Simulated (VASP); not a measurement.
# Si (Fd-3m) in VASP: further runs

The runs below take Si through relaxation of cell and atoms, with PBEsol, RPBE.

All numbers are computed with VASP 6.6.1; they aren't measurements. Logs are shortened: lines on timing, memory, paths and dates and some standing lists are left out, and cuts for length are marked.

**1. Starting point**

The structure is cubic, space group Fd-3m (No. 227). Conventional cell: a = 5.437 Å, b = 5.437 Å, c = 5.437 Å, α = 90.00°, β = 90.00°, γ = 90.00°. Si (site symmetry -43m) has 4 Si at 2.35 Å as nearest neighbours.

**2. Relaxation of cell and atoms, PBEsol**

INCAR

```
PREC = Accurate
ENCUT = 580
EDIFF = 1E-7
ISMEAR = 0
SIGMA = 0.1
LREAL = False
LASPH = True
NELM = 60
ALGO = Fast
ISIF = 3
LWAVE = False
LCHARG = False
GGA = PS
IBRION = 2
NSW = 90
EDIFFG = -0.005
```

KPOINTS

```
regular mesh
0
Gamma
  14 14 14
```

POSCAR

```
Si
1.0
    0.0000000000      2.7185000000      2.7185000000
    2.7185000000      0.0000000000      2.7185000000
    2.7185000000      2.7185000000      0.0000000000
Si
2
Direct
    0.5000000000      0.5000000000      0.5000000000
    0.7500000000      0.7500000000      0.7500000000
```

Potentials or basis: VASP PAW PBE potentials, release 64 (Si).

Run with:

```sh
$ cat potpaw_PBE.64/Si/POTCAR > POTCAR
$ mpirun -np 1 vasp_std > vasp.out
```

OUTCAR:

```text
PREC = Accurate
   ENCUT = 580
   EDIFF = 1E-7
   ISMEAR = 0
   LREAL = False
   LASPH = True
   NELM = 60
   ISIF = 3
   GGA = PS
   IBRION = 2
   NSW = 90
   EDIFFG = -0.005

 ion  position               nearest neighbor table
   1  0.500  0.500  0.500-   2 2.35   2 2.35   2 2.35   2 2.35
   2  0.750  0.750  0.750-   1 2.35   1 2.35   1 2.35   1 2.35

  LATTYP: Found a face centered cubic cell.
 ALAT       =     5.4370000000

  Lattice vectors:

 A1 = (   0.0000000000,   2.7185000000,   2.7185000000)
 A2 = (   2.7185000000,   0.0000000000,   2.7185000000)
 A3 = (   2.7185000000,   2.7185000000,   0.0000000000)

Analysis of symmetry for initial positions (statically):
=====================================================================
 Subroutine PRICEL returns:
 Original cell was already a primitive cell.

 Routine SETGRP: Setting up the symmetry group for a
 face centered cubic supercell.

 Subroutine GETGRP returns: Found 48 space group operations
 (whereof 24 operations were pure point group operations)
 out of a pool of 48 trial point group operations.

The static configuration has the point symmetry T_d .
 The point group associated with its full space group is O_h .

Analysis of symmetry for dynamics (positions and initial velocities):
=====================================================================
 Subroutine PRICEL returns:
 Original cell was already a primitive cell.

 Routine SETGRP: Setting up the symmetry group for a
 face centered cubic supercell.

 Subroutine GETGRP returns: Found 48 space group operations
 (whereof 24 operations were pure point group operations)
 out of a pool of 48 trial point group operations.

The dynamic configuration has the point symmetry T_d .
 The point group associated with its full space group is O_h .

 Subroutine INISYM returns: Found 48 space group operations
 (whereof 24 operations are pure point group operations),
 and found     1 'primitive' translations

----------------------------------------------------------------------------------------

                                     Primitive cell

  volume of cell :      40.1807

  direct lattice vectors                    reciprocal lattice vectors
     0.000000000  2.718500000  2.718500000    -0.183924959  0.183924959  0.183924959
     2.718500000  0.000000000  2.718500000     0.183924959 -0.183924959  0.183924959
     2.718500000  2.718500000  0.000000000     0.183924959  0.183924959 -0.183924959

  length of vectors
     3.844539569  3.844539569  3.844539569     0.318567373  0.318567373  0.318567373

  position of ions in fractional coordinates (direct lattice)
     0.500000000  0.500000000  0.500000000
     0.750000000  0.750000000  0.750000000

  ion indices of the primitive-cell ions
   primitive index   ion index
                 1           1
                 2           2

----------------------------------------------------------------------------------------

 KPOINTS: regular mesh

Automatic generation of k-mesh.
 Grid dimensions read from file:
 generate k-points for:   14   14   14

 Generating k-lattice:

  Cartesian coordinates                     Fractional coordinates (reciprocal lattice)
    -0.013137497  0.013137497  0.013137497     0.071428571  0.000000000  0.000000000
     0.013137497 -0.013137497  0.013137497     0.000000000  0.071428571  0.000000000
     0.013137497  0.013137497 -0.013137497     0.000000000  0.000000000  0.071428571

  Length of vectors
     0.022754812  0.022754812  0.022754812

  Shift w.r.t. Gamma in fractional coordinates (k-lattice)
     0.000000000  0.000000000  0.000000000

 Subroutine IBZKPT returns following result:
 ===========================================

 Found    104 irreducible k-points:

 Following reciprocal coordinates:
            Coordinates               Weight
  0.000000  0.000000  0.000000      1.000000
  0.071429  0.000000  0.000000      8.000000
  0.142857  0.000000  0.000000      8.000000
  0.214286  0.000000  0.000000      8.000000
  0.285714  0.000000  0.000000      8.000000
  0.357143  0.000000  0.000000      8.000000
[... 16 lines left out ...]
  0.214286  0.142857  0.000000     24.000000
  0.285714  0.142857  0.000000     24.000000
 [... further k-points ...]
   k-points           NKPTS =    104   k-points in BZ     NKDIM =    104   number of bands    NBANDS=      8
   number of dos      NEDOS =    301   number of ions     NIONS =      2
   total plane-waves  NPLWV =  27000
   dimension x,y,z NGX =    30 NGY =   30 NGZ =   30
   dimension x,y,z NGXF=    60 NGYF=   60 NGZF=   60
   ions per type =               2
   NGX,Y,Z   is equivalent  to a cutoff of  12.97, 12.97, 12.97 a.u.
   NGXF,Y,Z  is equivalent  to a cutoff of  25.95, 25.95, 25.95 a.u.
 SYSTEM =  unknown system
   PREC   = accura    normal or accurate (medium, high low for compatibility)
   ISTART =      0    job   : 0-new  1-cont  2-samecut
   ICHARG =      2    charge: 1-file 2-atom 10-const
   ISPIN  =      1    spin polarized calculation?
   LNONCOLLINEAR =      F non collinear calculations
   LSORBIT =      F    spin-orbit coupling
   LASPH  =      T    aspherical Exc in radial PAW
   ENCUT  =  580.0 eV  42.63 Ry    6.53 a.u.   7.55  7.55  7.55*2*pi/ulx,y,z
   NELM   =     60;   NELMIN=  2; NELMDL= -5     # of ELM steps
   EDIFF  = 0.1E-06   stopping-criterion for ELM
   LREAL  =      F    real-space projection
   EDIFFG = -.5E-02   stopping-criterion for IOM
   NSW    =     90    number of steps for IOM
   IBRION =      2    ionic relax: 0-MD 1-quasi-New 2-CG
   NFREE  =      1    steps in history (QN), initial steepest desc. (CG)
   ISIF   =      3    stress and relaxation
   ISYM   =      2    0-nonsym 1-usesym 2-fastsym
   POTIM  = 0.5000    time-step for ionic-motion
   TEBEG  =    0.0;   TEEND  =   0.0 temperature during run
   PSTRESS=    0.0 pullay stress
   NELECT =       8.0000    total number of electrons
   NUPDOWN=      -1.0000    fix difference up-down
   EMIN   =  10.00;   EMAX   =-10.00  energy-range for DOS
   EFERMI =   0.00;   METHOD = LEGACY
   ISMEAR =     0;   SIGMA  =   0.10  broadening in eV -4-tet -1-fermi 0-gaus
   EFERMI_NEDOS =   21; number of points for ismear=-14 and -15
   IALGO  =     68    algorithm
   IMIX   =      4    mixing-type and parameters
     AMIX     =   0.40;   BMIX     =  1.00
     AMIX_MAG =   1.60;   BMIX_MAG =  1.00
  volume/ion in A,a.u.               =      20.09       135.58
  Fermi-wavevector in a.u.,A,eV,Ry     =   0.955943  1.806471 12.433381  0.913828
  Thomas-Fermi vector in A             =   2.084827
   LORBIT       =      0    0 simple, 1 ext, 2 COOP (PROOUT), +10 PAW based schemes
   GGA     = PS    functional components
   LHFCALC =     F    Hartree Fock is set to
   AEXX    =    0.0000 exact exchange contribution
   IVDW    =     0    specifies the selected vdW correction
   LEPSILON=     F    determine dielectric tensor
   LRPA    =     F    only Hartree local field effects (RPA)
 conjugate gradient relaxation of ions
 non-spin polarized calculation
 RMM-DIIS sequential band-by-band and
 Gauss-broadening in eV      SIGMA  =   0.10
  energy-cutoff  :      580.00
  volume of cell :       40.18
 maximum number of plane-waves:      1299
   NGX = 15   NGY = 15   NGZ = 15

--------------------------------------- Ionic step        1  -------------------------------------------

 number of electron       8.0000001 magnetization

 Free energy of the ion-electron system (eV)
  ---------------------------------------------------
  ext. energy  EPLUGINS =         0.00000000
  ---------------------------------------------------
  free energy    TOTEN  =       -11.49334008 eV

  energy without entropy =      -11.49333924  energy(sigma->0) =      -11.49333966

------------------------ aborting loop because EDIFF is reached ----------------------------------------

  FORCE on cell =-STRESS in cart. coord.  units (eV):
  Direction    XX          YY          ZZ          XY          YZ          ZX
  --------------------------------------------------------------------------------------
  -------------------------------------------------------------------------------------
  Total       -0.0136026     -0.0136026     -0.0136026      0.0000000     -0.0000000     -0.0000000
  in kB       -0.5423931     -0.5423931     -0.5423931      0.0000000     -0.0000000     -0.0000000
  external PRESSURE =      -0.5423931 kB  Pullay stress =       0.0000000 kB

 VOLUME and BASIS-vectors are now :
 -----------------------------------------------------------------------------
  energy-cutoff  :      580.00
  volume of cell :       40.18
      direct lattice vectors                 reciprocal lattice vectors
     0.000000000  2.718500000  2.718500000    -0.183924959  0.183924959  0.183924959
     2.718500000  0.000000000  2.718500000     0.183924959 -0.183924959  0.183924959
     2.718500000  2.718500000  0.000000000     0.183924959  0.183924959 -0.183924959

 POSITION                                       TOTAL-FORCE (eV/Angst)
 -----------------------------------------------------------------------------------
      2.71850      2.71850      2.71850         0.000000      0.000000      0.000000
      4.07775      4.07775      4.07775        -0.000000     -0.000000     -0.000000
 -----------------------------------------------------------------------------------
    total drift:                               -0.000000     -0.000000     -0.000000

  FREE ENERGIE OF THE ION-ELECTRON SYSTEM (eV)
  ---------------------------------------------------
  free  energy   TOTEN  =       -11.4933400835 eV

  energy  without entropy=      -11.4933392417  energy(sigma->0) =      -11.49333966

--------------------------------------- Ionic step        2  -------------------------------------------

 number of electron       8.0000001 magnetization

 Free energy of the ion-electron system (eV)
  ---------------------------------------------------
  ext. energy  EPLUGINS =         0.00000000
  ---------------------------------------------------
  free energy    TOTEN  =       -11.49334530 eV

  energy without entropy =      -11.49334442  energy(sigma->0) =      -11.49334486

 E-fermi :   5.9885     XC(G=0):  -9.5441

 val. band max:        5.7645437742   @ k =   0.0000   0.0000   0.0000
 cond. band min:       6.2256486772   @ k =   0.4286   0.4286   0.0000
 fundamental gap:      0.4611049030
 Fermi energy:         5.9885180306

 k-point     1 :       0.0000    0.0000    0.0000
  band No.  band energies     occupation
      1      -6.2085      2.00000
      2       5.7645      1.99846
      3       5.7645      1.99846
      4       5.7645      1.99846
      5       8.2810      0.00000
      6       8.2810      0.00000
      7       8.2810      0.00000
      8       9.0604      0.00000

 k-point     2 :       0.0714    0.0000    0.0000
  band No.  band energies     occupation
      1      -6.1415      2.00000
      2       5.0909      2.00000
      3       5.6548      2.00000
      4       5.6548      2.00000
      5       8.3332      0.00000
      6       8.4417      0.00000
      7       8.4417      0.00000
      8       9.5599      0.00000

 k-point     3 :       0.1429    0.0000    0.0000
  band No.  band energies     occupation
      1      -5.9419      2.00000
      2       3.8181      2.00000
      3       5.4040      2.00000
      4       5.4040      2.00000
      5       8.1392      0.00000
      6       8.8054      0.00000
      7       8.8054      0.00000
      8      10.7248      0.00000
[... 210 lines left out ...]
 k-point    23 :       0.2143    0.1429    0.0000
  band No.  band energies     occupation
      1      -5.6094      2.00000
      2       3.1741      2.00000
      3       4.4721      2.00000
      4       4.5292      2.00000
      5       7.5479      0.00000
      6       9.6763      0.00000
      7      10.1998      0.00000
      8      10.2825      0.00000

 k-point    24 :       0.2857    0.1429    0.0000
  band No.  band energies     occupation
      1      -5.2432      2.00000
      2       1.9939      2.00000
      3       4.1928      2.00000
      4       4.2368      2.00000
      5       7.7635      0.00000
      6       9.6243      0.00000
      7      10.2276      0.00000
      8      10.4748      0.00000

 [... further k-points ...]
[... 5 lines left out ...]
  --------------------------------------------------------------------------------------
  -------------------------------------------------------------------------------------
  Total        0.0070027      0.0070027      0.0070027      0.0000000      0.0000000     -0.0000000
  in kB        0.2795023      0.2795023      0.2795023      0.0000000      0.0000000     -0.0000000
  external PRESSURE =       0.2795023 kB  Pullay stress =       0.0000000 kB

 VOLUME and BASIS-vectors are now :
 -----------------------------------------------------------------------------
  energy-cutoff  :      580.00
  volume of cell :       40.14
      direct lattice vectors                 reciprocal lattice vectors
     0.000000000  2.717608026  2.717608026    -0.183985327  0.183985327  0.183985327
     2.717608026  0.000000000  2.717608026     0.183985327 -0.183985327  0.183985327
     2.717608026  2.717608026  0.000000000     0.183985327  0.183985327 -0.183985327

 POSITION                                       TOTAL-FORCE (eV/Angst)
 -----------------------------------------------------------------------------------
      2.71761      2.71761      2.71761         0.000000      0.000000     -0.000000
      4.07641      4.07641      4.07641        -0.000000     -0.000000      0.000000
 -----------------------------------------------------------------------------------
    total drift:                                0.000000     -0.000000     -0.000000

  FREE ENERGIE OF THE ION-ELECTRON SYSTEM (eV)
  ---------------------------------------------------
  free  energy   TOTEN  =       -11.4933453042 eV

  energy  without entropy=      -11.4933444223  energy(sigma->0) =      -11.49334486

 reached required accuracy - stopping structural energy minimisation
```

Run time: 42 s. Hardware: 1 thread of Intel Xeon 6975P-C (Granite Rapids), shared host; peak memory 0.17 GiB.

What came out:

- Free energy: -11.4933 eV
- Relaxed volume: 20.07 Å³/atom
- Relaxed cell: a = 3.843 Å, b = 3.843 Å, c = 3.843 Å, α = 60.00°, β = 60.00°, γ = 60.00°
- Space group after relaxing (to 0.05 Å): Fd-3m (No. 227)
- Energy gained by relaxing: 0.0 meV/atom
- Ionic steps: 2
- Pressure after relaxing: 0.0 GPa
- Band gap on the k mesh: 0.46 eV, indirect (least direct gap 2.52 eV)

Final structure:
```
Si
1.0
     0.00000    2.71761    2.71761
     2.71761    0.00000    2.71761
     2.71761    2.71761    0.00000
Si
2
Direct
  0.50000 0.50000 0.50000
  0.75000 0.75000 0.75000
```

Caveat: the PAW data sets were made with another functional, which shifts forces and pressure a little.

**3. Relaxation of cell and atoms, PBEsol**

INCAR: that of step 2 with these lines changed.

```diff
@@ -1,3 +1,3 @@
 PREC = Accurate
-ENCUT = 580
+ENCUT = 480
 EDIFF = 1E-7
```

KPOINTS is that of step 2.

POSCAR is that of step 2.

Potentials or basis: VASP PAW PBE potentials, release 64 (Si).

Run with:

```sh
$ cat potpaw_PBE.64/Si/POTCAR > POTCAR
$ mpirun -np 1 vasp_std > vasp.out
```

Wall time 32 s (1 thread of Intel Xeon 6975P-C (Granite Rapids), shared host); peak memory 0.15 GiB.

The run converged. Its results:

- Free energy: -11.4935 eV
- Relaxed volume: 20.07 Å³/atom
- Relaxed cell: a = 3.843 Å, b = 3.843 Å, c = 3.843 Å, α = 60.00°, β = 60.00°, γ = 60.00°
- Space group after relaxing (to 0.05 Å): Fd-3m (No. 227)
- Energy gained by relaxing: 0.0 meV/atom
- Ionic steps: 2
- Pressure after relaxing: 0.0 GPa
- Band gap on the k mesh: 0.46 eV, indirect (least direct gap 2.52 eV)

Final structure:
```xyz
2
Lattice="0.0000 2.7175 2.7175 2.7175 0.0000 2.7175 2.7175 2.7175 0.0000" Properties=species:S:1:pos:R:3 pbc="T T T"
Si    2.7175    2.7175    2.7175
Si    4.0763    4.0763    4.0763
```

Levels at points of the mesh, in eV from the valence-band top:
```
           k point  band 1  band 2  band 3  band 4  band 5  band 6  band 7  band 8
(0.00, 0.00, 0.00)  -11.97    0.00    0.00    0.00    2.52    2.52    2.52    3.30
(0.50, 0.00, 0.00)   -9.63   -7.00   -1.20   -1.20    1.46    3.27    3.27    7.51
(0.50, 0.50, 0.00)   -7.82   -7.82   -2.87   -2.87    0.59    0.59   10.04   10.04
```

Caveat: the PAW data sets were made with another functional, which shifts forces and pressure a little.

**4. Relaxation of cell and atoms, RPBE**

INCAR: that of step 3 with these lines changed.

```diff
@@ -1,3 +1,3 @@
 PREC = Accurate
-ENCUT = 480
+ENCUT = 600
 EDIFF = 1E-7
@@ -12,3 +12,3 @@
 LCHARG = False
-GGA = PS
+GGA = RP
 IBRION = 2
```

KPOINTS is that of step 3.

POSCAR is that of step 3.

Run with:

```sh
$ cat potpaw_PBE.64/Si/POTCAR > POTCAR
$ mpirun -np 1 vasp_std > vasp.out
```

Run time: 53 s. Hardware: 1 thread of Intel Xeon 6975P-C (Granite Rapids), shared host; peak memory 0.19 GiB.

The run converged. Its results:

```
Free energy                            : -10.3258 eV
Relaxed volume                         : 20.77 Å³/atom
Relaxed cell                           : a = 3.887 Å, b = 3.887 Å, c = 3.887 Å, α = 60.00°, β = 60.00°, γ = 60.00°
Space group after relaxing (to 0.05 Å) : Fd-3m (No. 227)
Energy gained by relaxing              : 6.2 meV/atom
Ionic steps                            : 3
Pressure after relaxing                : 0.0 GPa
Band gap on the k mesh                 : 0.70 eV, indirect (least direct gap 2.56 eV)
```

Step by step:
```csv
step,energy change (eV),largest force (eV/Å),pressure (GPa),volume (Å³)
1,0.0000,0.0000,3.04,40.18
2,-0.0074,0.0000,-1.75,42.44
3,-0.0125,0.0000,0.00,41.54
```

Final structure:
```cif
data_structure
_symmetry_space_group_name_H-M 'P 1'
_symmetry_Int_Tables_number 1
_cell_length_a 3.8873
_cell_length_b 3.8873
_cell_length_c 3.8873
_cell_angle_alpha 60.000
_cell_angle_beta 60.000
_cell_angle_gamma 60.000
_cell_volume 41.54
loop_
_atom_site_label
_atom_site_type_symbol
_atom_site_fract_x
_atom_site_fract_y
_atom_site_fract_z
_atom_site_occupancy
Si1 Si 0.50000 0.50000 0.50000 1
Si2 Si 0.75000 0.75000 0.75000 1
```

Levels at points of the mesh, in eV from the valence-band top:
```csv
k point,band 1,band 2,band 3,band 4,band 5,band 6,band 7,band 8
"(0.00, 0.00, 0.00)",-11.69,0.00,0.00,0.00,2.56,2.56,2.56,3.08
"(0.50, 0.00, 0.00)",-9.45,-6.77,-1.16,-1.16,1.49,3.36,3.36,7.82
"(0.50, 0.50, 0.00)",-7.68,-7.68,-2.75,-2.75,0.84,0.84,9.85,9.85
```

Caveat: the PAW data sets were made with another functional, which shifts forces and pressure a little.

**5. Overview**

```tsv
level	cutoff (eV)	gap on the mesh (eV)	pressure (GPa)	relaxed volume (Å³/atom)
PBEsol	580	0.46	0.0	20.07
PBEsol	480	0.46	0.0	20.07
RPBE	600	0.70	0.0	20.77
```

Alike in all rows: task relaxation of cell and atoms; potentials or basis VASP PAW PBE potentials, release 64 (Si); no spin polarisation; cell relaxed; k mesh 14 × 14 × 14; smearing gaussian 0.1 eV.

Caveats: the PAW data sets were made with another functional, which shifts forces and pressure a little.

Absolute energies hang on the potentials; compare differences alone.
